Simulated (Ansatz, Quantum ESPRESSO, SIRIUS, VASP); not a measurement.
# B: 4 runs at one level of theory

```
B
1.0
     1.88524    0.00000    0.00000
     0.00000    1.88524    0.00000
     0.00000    0.00000    1.88524
B
1
Direct
  0.50000 0.50000 0.50000
```

This isn't the form of B at room conditions, which is rhombohedral.

Alike in all runs: task equation of state; functional PBE; k mesh 14 × 14 × 14; occupations fermi-dirac, width 0.05 eV; no spin polarisation; no spin-orbit coupling.

```json
{"program and potentials": "VASP, PBE PAW files B, 520 eV", "plane-wave cutoff (eV)": "520", "notes": "-", "equilibrium volume (Å³/atom)": "6.71", "bulk modulus (GPa)": "233.3"}
{"program and potentials": "Ansatz, Ansatz PAW (earlier soft set)", "plane-wave cutoff (eV)": "420", "notes": "-", "equilibrium volume (Å³/atom)": "6.71", "bulk modulus (GPa)": "233.3"}
{"program and potentials": "SIRIUS, all-electron FP-LAPW, apw+lo standard", "plane-wave cutoff (eV)": "-", "notes": "-", "equilibrium volume (Å³/atom)": "6.71", "bulk modulus (GPa)": "233.7"}
{"program and potentials": "Quantum ESPRESSO, SSSP 1.3 efficiency PBE", "plane-wave cutoff (eV)": "748", "notes": "-", "equilibrium volume (Å³/atom)": "6.70", "bulk modulus (GPa)": "233.1"}
```

The equilibrium volume spans 6.70 (Quantum ESPRESSO, SSSP 1.3 efficiency PBE) to 6.71 Å³/atom (VASP, PBE PAW files B, 520 eV), with all-electron results at 6.71. The bulk modulus spans 233.1 (Quantum ESPRESSO, SSSP 1.3 efficiency PBE) to 233.7 GPa (SIRIUS, all-electron FP-LAPW, apw+lo standard), with all-electron results at 233.7.

The functional is the same throughout but for its coding, so the spread measures potentials, basis and numerics; runs on potential files found faulty are left out.
